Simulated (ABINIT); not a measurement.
Input of an ABINIT 10.8.3 (patched build) run:

run.abi

```
# Datasets: one volume each
ndtset 7
getwfk -1
scalecart1 3*0.9795861087
scalecart2 3*0.9864848297
scalecart3 3*0.9932883884
scalecart4 3*1.0000000000
scalecart5 3*1.0066227096
scalecart6 3*1.0131594038
scalecart7 3*1.0196128224

# Pseudopotentials
pp_dirpath "./"
pseudos "As.upf"

# Structure
acell 3*1.0 Angstrom
rprim
     1.8807968987     1.0858785957     3.5140619945
    -1.8807968987     1.0858785957     3.5140619945
     0.0000000000    -2.1717571915     3.5140619945
ntypat 1
znucl 33
natom 2
typat 1 1
xred
     0.2260000000     0.2260000000     0.2260000000
     0.7740000000     0.7740000000     0.7740000000

# Plane-wave basis
ecut 1142.878222 eV

# k points
kptopt 1
ngkpt 9 9 9
nshiftk 1
shiftk 0.0 0.0 0.0

# Exchange and correlation
ixc -116133

# Bands and occupations
nband 19
occopt 3
tsmear 0.00183747

# SCF cycle
nstep 100
tolvrs 1.0e-10

# Output
iomode 3
prtwf 1
prtden 0
prteig 0
prtebands 0
enunit 1
```

Potentials or basis: PseudoDojo NC SR PBEsol v0.4.1 standard.

The run is started by

```sh
$ abinit run.abi > log 2>&1
```

**Question.** Predict the bulk modulus at fixed shape and positions.

**Answer.** 77 GPa.

**Question.** Estimate the equilibrium volume.

**Answer.** 21.63 Å³/atom.

**Question.** Predict the pressure derivative of the bulk modulus.

**Answer.** 4.2.

Energy against volume, from the lowest point:
| volume (Å³/atom) | energy (meV/atom) |
| --- | --- |
| 20.239 | 23.78 |
| 20.669 | 10.86 |
| 21.100 | 3.10 |
| 21.530 | 0.00 |
| 21.961 | 1.11 |
| 22.392 | 6.00 |
| 22.822 | 14.32 |

Caveat: pressures at fixed basis lie under the slope of the energies; the cell was scaled at fixed shape and fractional positions, which overstates the stiffness of a crystal with free parameters, most of all of layers and chains.
